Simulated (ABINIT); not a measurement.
Wanted: the native input for an ABINIT 10.8.3 (patched build) run.

- Task: single point
- Functional: PW91
- Potentials or basis: JTH PAW PBE v2.0
- Cutoff: 844 eV
- k mesh: 9 × 9 × 9
- Occupations: fermi-dirac, width 0.05 eV
- Spin: no spin polarisation
- Fine-grid cutoff: 1442.2 eV

Crystal: HfN.

```
CELL_PARAMETERS angstrom
0.00000 2.45482 2.45482
2.45482 0.00000 2.45482
2.45482 2.45482 0.00000
ATOMIC_POSITIONS crystal
Hf 0.00000 0.00000 0.00000
N 0.25000 0.25000 0.25000
```

The cell comes from a database or a generator and needn't be the stable form of this composition.

These files were run (other wordings do the same):

run.abi

```
pp_dirpath "./"
pseudos "Hf.GGA_PBE-JTH.xml, N.GGA_PBE-JTH.xml"

acell 6.5604536516 6.5604536516 6.5604536516
rprim
     0.0000000000     0.7071067812     0.7071067812
     0.7071067812     0.0000000000     0.7071067812
     0.7071067812     0.7071067812     0.0000000000
ntypat 2
znucl 72 7
natom 2
typat 1 2
xcart
     0.0000000000     0.0000000000     0.0000000000
     1.2274110000     1.2274110000     1.2274110000 Angstrom

ecut 31.0
pawecutdg 53.0
pawxcdev 0

kptopt 1
ngkpt 9 9 9
nshiftk 1
shiftk 0.0 0.0 0.0

ixc -109134

nband 13
occopt 3
tsmear 0.00183747

nstep 100
tolvrs 1.0e-9

iomode 3
prtwf 0
prtden 0
prteig 0
prtebands 0
enunit 2
```

Potentials or basis: JTH PAW PBE v2.0.

Run with:

```bash
$ abinit run.abi > log 2>&1
```

Results of the run:

```yaml
Pressure: -0.3 GPa
Band_gap_on_the_k_mesh: none (metal or under the smearing width)
Valence_electrons_inside_the_program's_atomic_spheres: Hf 9.61; N 2.59
```

Caveat: the PAW data sets were made with another functional, which shifts forces and pressure a little.

It took 54 s on 1 thread of Arm Neoverse N1, on a shared host, peak memory 0.14 GiB.
